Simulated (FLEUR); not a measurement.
# TaN (Pm-3m) in FLEUR: further runs

Runs on TaN. Level: r2SCAN+U. Tasks: single point.

Program: FLEUR MaX-R8.1 (later development tree). These are calculated values, not measurements. Logs are shortened: lines on timing, memory, paths and dates and some standing lists are left out, and cuts for length are marked.

## (1) The structure

Symmetry: Pm-3m, No. 221, cubic system. Conventional cell: a = 2.732 Å, b = 2.732 Å, c = 2.732 Å, α = 90.00°, β = 90.00°, γ = 90.00°. Ta (site symmetry m-3m) is surrounded by 8 N at 2.37 Å. N (site symmetry m-3m) has 8 Ta at 2.37 Å as nearest neighbours.

The cell comes from a database or a generator and needn't be the stable form of this composition.

## (2) Single point, r2SCAN+U, collinear spin, ferromagnetic start

File inp.xml:

```xml
<?xml version="1.0" encoding="UTF-8" standalone="no"?>
<fleurInput fleurInputVersion="0.39">
   <comment>
      TaN                                                                                                 
   </comment>
   <calculationSetup>
      <cutoffs Kmax="4.56" Gmax="14.1" GmaxXC="14.1" numbands="0"/>
      <scfLoop itmax="100" minDistance="0.001" maxIterBroyd="50" imix="Anderson" alpha="0.05" precondParam="0.0" spinf="2.0" sdNocoIR="T"/>
      <coreElectrons ctail="F" frcor="F" kcrel="0" coretail_lmax="0"/>
      <xcFunctional name="LibXC" relativisticCorrections="F">
         <LibXCName exchange="mgga_x_r2scan" correlation="mgga_c_r2scan"/>
         <AuxGGA exchange="117" correlation="130"/>
      </xcFunctional>
      <magnetism jspins="2"/>
      <soc l_soc="F" theta="0.0" phi="0.0" spav="F"/>
      <expertModes spex="0" secvar="F"/>
      <geometryOptimization l_f="F" forcealpha="1.0" forcemix="BFGS" epsdisp="0.00001" epsforce="0.00001"/>
      <ldaU l_linMix="F" mixParam="0.05" spinf="1.0"/>
   </calculationSetup>
   <cell>
      <bzIntegration valenceElectrons="32.0" mode="gauss" fermiSmearingEnergy="0.00183747">
         <kPointListSelection listName="default-1"/>
         <!-- k-points included here -->
         <xi:include xmlns:xi="http://www.w3.org/2001/XInclude" href="kpts.xml"> </xi:include>
      </bzIntegration>
      <!-- symmetry operations included here -->
      <xi:include xmlns:xi="http://www.w3.org/2001/XInclude" href="sym.xml"> </xi:include>
      <bulkLattice scale="1.0">
         <bravaisMatrix>
            <row-1>    5.1633132222384779     0.0000000000000000     0.0000000000000000</row-1>
            <row-2>    0.0000000000000000     5.1633132222384779     0.0000000000000000</row-2>
            <row-3>    0.0000000000000000     0.0000000000000000     5.1633132222384779</row-3>
         </bravaisMatrix>
      </bulkLattice>
   </cell>
   <atomSpecies>
      <species name="Tantalum (2.001" element="Ta" atomicNumber="73">
         <mtSphere radius="2.39" gridPoints="791" logIncrement="0.017"/>
         <atomicCutoffs lmax="10" lnonsphr="10"/>
         <electronConfig flipSpins="F">
            <coreConfig>(1s1/2) (2s1/2) (2p1/2) (2p3/2) (3s1/2) (3p1/2) (3p3/2) (4s1/2) (3d3/2) (3d5/2) (4p1/2) (4p3/2) (4d3/2) (4d5/2)</coreConfig>
            <valenceConfig>(5s1/2) (5p1/2) (5p3/2) (6s1/2) (4f5/2) (4f7/2) (5d3/2) (5d5/2)</valenceConfig>
            <stateOccupation state="(5d3/2)" spinUp="0.7005" spinDown="0.4995"/>
            <stateOccupation state="(5d5/2)" spinUp="1.8" spinDown="0.0"/>
         </electronConfig>
         <energyParameters s="6" p="6" d="5" f="4"/>
         <ldaU l="2" U="8" J="0.0" l_amf="F"/>
         <lo type="SCLO" l="0" n="5" eDeriv="0"/>
         <lo type="SCLO" l="1" n="5" eDeriv="0"/>
         <lo type="SCLO" l="3" n="4" eDeriv="2"/>
      </species>
      <species name="Nitrogen (N)" element="N" atomicNumber="7">
         <mtSphere radius="1.58" gridPoints="523" logIncrement="0.02"/>
         <atomicCutoffs lmax="8" lnonsphr="8"/>
         <electronConfig flipSpins="F">
            <coreConfig>(1s1/2)</coreConfig>
            <valenceConfig>(2s1/2) (2p1/2) (2p3/2)</valenceConfig>
            <stateOccupation state="(2p1/2)" spinUp="0.500000" spinDown="0.500000"/>
            <stateOccupation state="(2p3/2)" spinUp="1.000000" spinDown="1.000000"/>
         </electronConfig>
         <energyParameters s="2" p="2" d="3" f="4"/>
         <lo type="SCLO" l="0" n="2" eDeriv="2"/>
         <lo type="SCLO" l="1" n="2" eDeriv="2"/>
         <lo type="SCLO" l="2" n="3" eDeriv="2"/>
      </species>
   </atomSpecies>
   <atomGroups>
      <atomGroup species="Tantalum (2.001">
         <relPos label="                   1">.0000000000 .0000000000 .0000000000</relPos>
         <force calculate="T" relaxXYZ="TTT"/>
      </atomGroup>
      <atomGroup species="Nitrogen (N)">
         <relPos label="                   2">1.000/2.000 1.000/2.000 1.000/2.000</relPos>
         <force calculate="T" relaxXYZ="TTT"/>
      </atomGroup>
   </atomGroups>
   <output dos="F" band="F" slice="F">
      <checks vchk="F" cdinf="F"/>
      <bandDOS minEnergy="-.5*Htr" maxEnergy="0.5*Htr" sigma="0.015" storeEVData="T"/>
      <vacuumDOS vacdos="F" integ="F" star="F" nstars="0" locx1="0.0" locy1="0.0" locx2="0.0" locy2="0.0" nstm="0" tworkf="0.0"/>
      <unfoldingBand unfoldBand="F" supercellX="1" supercellY="1" supercellZ="1"/>
      <plotting iplot="0" polar="F">
         <plot TwoD="T" vec1="  1.0  0.0  0.0" vec2="  0.0  1.0  0.0" vec3="  0.0  0.0  1.0" zero="  0.0  0.0  0.0" file="plot"/>
      </plotting>
      <chargeDensitySlicing numkpt="0" minEigenval="0.0" maxEigenval="0.0" nnne="0" pallst="F"/>
      <specialOutput eonly="F"/>
      <moessbauerParams electricFieldGradient="T" isomerShift="T" coreHyperfine="T" valenceHyperfine="T"/>
      <magneticCircularDichroism mcd="F" energyLo="-10.0" energyUp="0.0"/>
   </output>
  <!-- We include the file relax.xml here to enable relaxations (see documentation) -->
  <xi:include xmlns:xi="http://www.w3.org/2001/XInclude" href="relax.xml"> <xi:fallback/> </xi:include>
</fleurInput>
```

File crystal.txt:

```
TaN
&input cartesian=F /
2.7323076900  0.0000000000  0.0000000000
0.0000000000  2.7323076900  0.0000000000
0.0000000000  0.0000000000  2.7323076900
1.8897261246
1.0 1.0 1.0

2
73 0.0000000000  0.0000000000  0.0000000000 : 2.001
7 0.5000000000  0.5000000000  0.5000000000

&kpt div1=7 div2=7 div3=7 gamma=T /
```

Potentials or basis: all-electron, FLAPW.

Started as:

```
$ inpgen -f crystal.txt -profile fastHighL -nosym
$ # inp.xml edited to the form shown
$ fleur_MPI
```

Log:

```text
Welcome to FLEUR        (www.flapw.de)
      MaX-Release 8.1          (www.max-centre.eu)
 func_ids         498         497         498         497
 MetaGGA potential functional detected - V_tau will be computed
 Auxiliary Potential for radial basis: exchange=         117  correlation=         130
The functional 'Re-regularized SCAN exchange by Furness et al' is an exchange functional, it belongs to the 'MGGA' family and is defined in the reference(s):
[1] J. W. Furness, A. D. Kaplan, J. Ning, J. P. Perdew, and J. Sun.,  J. Phys. Chem. Lett. 11, 8208-8215 (2020)
[2] J. W. Furness, A. D. Kaplan, J. Ning, J. P. Perdew, and J. Sun.,  J. Phys. Chem. Lett. 11, 9248-9248 (2020)
The functional 'Re-regularized SCAN correlation by Furness et al' is a correlation functional, it belongs to the 'MGGA' family and is defined in the reference(s):
[1] J. W. Furness, A. D. Kaplan, J. Ning, J. P. Perdew, and J. Sun.,  J. Phys. Chem. Lett. 11, 8208-8215 (2020)
[2] J. W. Furness, A. D. Kaplan, J. Ning, J. P. Perdew, and J. Sun.,  J. Phys. Chem. Lett. 11, 9248-9248 (2020)
 Using same functional for VXC and EXC

 ========== k-point set info ==========
 Selected k-point list: default-1
 k-point list type: mesh
 7 x 7 x 7
 Number of k points: 343

 ------------Calculation Setup---------------------------
 Number of MPI-tasks      :            1
 Number of PE/node        :            1
 Number of OMP-threads    :            1
 Most efficient MPI parallelization for:
           1           7          49         343
 Additional eigenvalue parallelization possible
 Number of basis functions:          293
 Approximate size of matrices (H+S) per k-point:         0.003 GB
 --------------------------------------------------------
The functional 'Hammer, Hansen, and Norskov' is an exchange functional, it belongs to the 'GGA' family and is defined in the reference(s):
[1] B. Hammer, L. B. Hansen, and J. K. Nørskov.,  Phys. Rev. B 59, 7413 (1999)
The functional 'Perdew, Burke & Ernzerhof' is a correlation functional, it belongs to the 'GGA' family and is defined in the reference(s):
[1] J. P. Perdew, K. Burke, and M. Ernzerhof.,  Phys. Rev. Lett. 77, 3865 (1996)
[2] J. P. Perdew, K. Burke, and M. Ernzerhof.,  Phys. Rev. Lett. 78, 1396 (1997)
 Using same functional for VXC and EXC
 Using auxiliary GGA potential for the first iteration of MetaGGA calculation.
 Complex matrix made real
 Reset of history
 Reset of history
 Iteration:     1   Distance:      70.11280604 me/bohr^3
The functional 'Hammer, Hansen, and Norskov' is an exchange functional, it belongs to the 'GGA' family and is defined in the reference(s):
[1] B. Hammer, L. B. Hansen, and J. K. Nørskov.,  Phys. Rev. B 59, 7413 (1999)
The functional 'Perdew, Burke & Ernzerhof' is a correlation functional, it belongs to the 'GGA' family and is defined in the reference(s):
[1] J. P. Perdew, K. Burke, and M. Ernzerhof.,  Phys. Rev. Lett. 77, 3865 (1996)
[2] J. P. Perdew, K. Burke, and M. Ernzerhof.,  Phys. Rev. Lett. 78, 1396 (1997)
 Using same functional for VXC and EXC
 Iteration:     2   Distance:      65.18740962 me/bohr^3
The functional 'Hammer, Hansen, and Norskov' is an exchange functional, it belongs to the 'GGA' family and is defined in the reference(s):
[1] B. Hammer, L. B. Hansen, and J. K. Nørskov.,  Phys. Rev. B 59, 7413 (1999)
The functional 'Perdew, Burke & Ernzerhof' is a correlation functional, it belongs to the 'GGA' family and is defined in the reference(s):
[1] J. P. Perdew, K. Burke, and M. Ernzerhof.,  Phys. Rev. Lett. 77, 3865 (1996)
[2] J. P. Perdew, K. Burke, and M. Ernzerhof.,  Phys. Rev. Lett. 78, 1396 (1997)
 Using same functional for VXC and EXC
 Iteration:     3   Distance:      61.18589312 me/bohr^3
The functional 'Hammer, Hansen, and Norskov' is an exchange functional, it belongs to the 'GGA' family and is defined in the reference(s):
[1] B. Hammer, L. B. Hansen, and J. K. Nørskov.,  Phys. Rev. B 59, 7413 (1999)
The functional 'Perdew, Burke & Ernzerhof' is a correlation functional, it belongs to the 'GGA' family and is defined in the reference(s):
[1] J. P. Perdew, K. Burke, and M. Ernzerhof.,  Phys. Rev. Lett. 77, 3865 (1996)
[2] J. P. Perdew, K. Burke, and M. Ernzerhof.,  Phys. Rev. Lett. 78, 1396 (1997)
 Using same functional for VXC and EXC
 Iteration:     4   Distance:      32.54741804 me/bohr^3
The functional 'Hammer, Hansen, and Norskov' is an exchange functional, it belongs to the 'GGA' family and is defined in the reference(s):
[1] B. Hammer, L. B. Hansen, and J. K. Nørskov.,  Phys. Rev. B 59, 7413 (1999)
The functional 'Perdew, Burke & Ernzerhof' is a correlation functional, it belongs to the 'GGA' family and is defined in the reference(s):
[1] J. P. Perdew, K. Burke, and M. Ernzerhof.,  Phys. Rev. Lett. 77, 3865 (1996)
[2] J. P. Perdew, K. Burke, and M. Ernzerhof.,  Phys. Rev. Lett. 78, 1396 (1997)
 Using same functional for VXC and EXC
 Iteration:     5   Distance:      25.22005934 me/bohr^3
The functional 'Hammer, Hansen, and Norskov' is an exchange functional, it belongs to the 'GGA' family and is defined in the reference(s):
[1] B. Hammer, L. B. Hansen, and J. K. Nørskov.,  Phys. Rev. B 59, 7413 (1999)
The functional 'Perdew, Burke & Ernzerhof' is a correlation functional, it belongs to the 'GGA' family and is defined in the reference(s):
[1] J. P. Perdew, K. Burke, and M. Ernzerhof.,  Phys. Rev. Lett. 77, 3865 (1996)
[2] J. P. Perdew, K. Burke, and M. Ernzerhof.,  Phys. Rev. Lett. 78, 1396 (1997)
 Using same functional for VXC and EXC
 Iteration:     6   Distance:       9.94348609 me/bohr^3
The functional 'Hammer, Hansen, and Norskov' is an exchange functional, it belongs to the 'GGA' family and is defined in the reference(s):
[1] B. Hammer, L. B. Hansen, and J. K. Nørskov.,  Phys. Rev. B 59, 7413 (1999)
The functional 'Perdew, Burke & Ernzerhof' is a correlation functional, it belongs to the 'GGA' family and is defined in the reference(s):
[1] J. P. Perdew, K. Burke, and M. Ernzerhof.,  Phys. Rev. Lett. 77, 3865 (1996)
[2] J. P. Perdew, K. Burke, and M. Ernzerhof.,  Phys. Rev. Lett. 78, 1396 (1997)
 Using same functional for VXC and EXC
[... 82 lines left out ...]
[2] J. P. Perdew, K. Burke, and M. Ernzerhof.,  Phys. Rev. Lett. 78, 1396 (1997)
 Using same functional for VXC and EXC
 Iteration:    19   Distance:       0.02122230 me/bohr^3
The functional 'Hammer, Hansen, and Norskov' is an exchange functional, it belongs to the 'GGA' family and is defined in the reference(s):
[1] B. Hammer, L. B. Hansen, and J. K. Nørskov.,  Phys. Rev. B 59, 7413 (1999)
The functional 'Perdew, Burke & Ernzerhof' is a correlation functional, it belongs to the 'GGA' family and is defined in the reference(s):
[1] J. P. Perdew, K. Burke, and M. Ernzerhof.,  Phys. Rev. Lett. 77, 3865 (1996)
[2] J. P. Perdew, K. Burke, and M. Ernzerhof.,  Phys. Rev. Lett. 78, 1396 (1997)
 Using same functional for VXC and EXC
 Iteration:    20   Distance:       0.01345961 me/bohr^3
The functional 'Hammer, Hansen, and Norskov' is an exchange functional, it belongs to the 'GGA' family and is defined in the reference(s):
[1] B. Hammer, L. B. Hansen, and J. K. Nørskov.,  Phys. Rev. B 59, 7413 (1999)
The functional 'Perdew, Burke & Ernzerhof' is a correlation functional, it belongs to the 'GGA' family and is defined in the reference(s):
[1] J. P. Perdew, K. Burke, and M. Ernzerhof.,  Phys. Rev. Lett. 77, 3865 (1996)
[2] J. P. Perdew, K. Burke, and M. Ernzerhof.,  Phys. Rev. Lett. 78, 1396 (1997)
 Using same functional for VXC and EXC
 Iteration:    21   Distance:       0.00455383 me/bohr^3
The functional 'Hammer, Hansen, and Norskov' is an exchange functional, it belongs to the 'GGA' family and is defined in the reference(s):
[1] B. Hammer, L. B. Hansen, and J. K. Nørskov.,  Phys. Rev. B 59, 7413 (1999)
The functional 'Perdew, Burke & Ernzerhof' is a correlation functional, it belongs to the 'GGA' family and is defined in the reference(s):
[1] J. P. Perdew, K. Burke, and M. Ernzerhof.,  Phys. Rev. Lett. 77, 3865 (1996)
[2] J. P. Perdew, K. Burke, and M. Ernzerhof.,  Phys. Rev. Lett. 78, 1396 (1997)
 Using same functional for VXC and EXC
 Iteration:    22   Distance:       0.00561510 me/bohr^3
The functional 'Hammer, Hansen, and Norskov' is an exchange functional, it belongs to the 'GGA' family and is defined in the reference(s):
[1] B. Hammer, L. B. Hansen, and J. K. Nørskov.,  Phys. Rev. B 59, 7413 (1999)
The functional 'Perdew, Burke & Ernzerhof' is a correlation functional, it belongs to the 'GGA' family and is defined in the reference(s):
[1] J. P. Perdew, K. Burke, and M. Ernzerhof.,  Phys. Rev. Lett. 77, 3865 (1996)
[2] J. P. Perdew, K. Burke, and M. Ernzerhof.,  Phys. Rev. Lett. 78, 1396 (1997)
 Using same functional for VXC and EXC
 Iteration:    23   Distance:       0.00032413 me/bohr^3

 ********************************************************************
 Run finished successfully
 Stop message:
   all done
 ********************************************************************
```

Run time: 14 min. Hardware: 1 thread of Arm Neoverse V2, shared host; peak memory 0.76 GiB.

Results:

- Free energy: -426659.4593 eV
- Net moment: 0.22 μB per cell
- Site moments: Ta +0.17; N +0.00 μB
- Valence electrons inside the program's atomic spheres: Ta 24.54; N 3.96 (radii Ta 2.39, N 1.58 bohr)

Eigenvalues of the final occupation matrices:
| site | spin | trace | eigenvalues |
| --- | --- | --- | --- |
| atom type 1 | 1 | 1.12 | 0.11 0.11 0.11 0.36 0.43 |
| atom type 1 | 2 | 0.97 | 0.11 0.11 0.11 0.32 0.33 |

Core levels (eV from the Fermi level):
| atom | levels |
| --- | --- |
| 1 Ta | 1s1/2 -67279.8, 2s1/2 -11549.6, 2p1/2 -11035.6, 2p3/2 -9765.4, 3s1/2 -2643.7, 3p1/2 -2415.8, 3p3/2 -2142.3, 4s1/2 -537.0, 3d3/2 -1758.4, 3d5/2 -1698.8, 4p1/2 -443.0, 4p3/2 -380.1, 4d3/2 -226.0, 4d5/2 -214.5 |
| 2 N | 1s1/2 -377.9 |

Caveat: with Gaussian smearing the program prints no entropy term, so the energy of a metal isn't a free energy; the meta-GGA is that of a development version, with a GGA for the radial functions and cores and without core tails; the magnetic or orbital state may not be the lowest. Spin-orbit coupling is left out, which matters for the levels of Ta.

(Continued in part 2 of 2.)
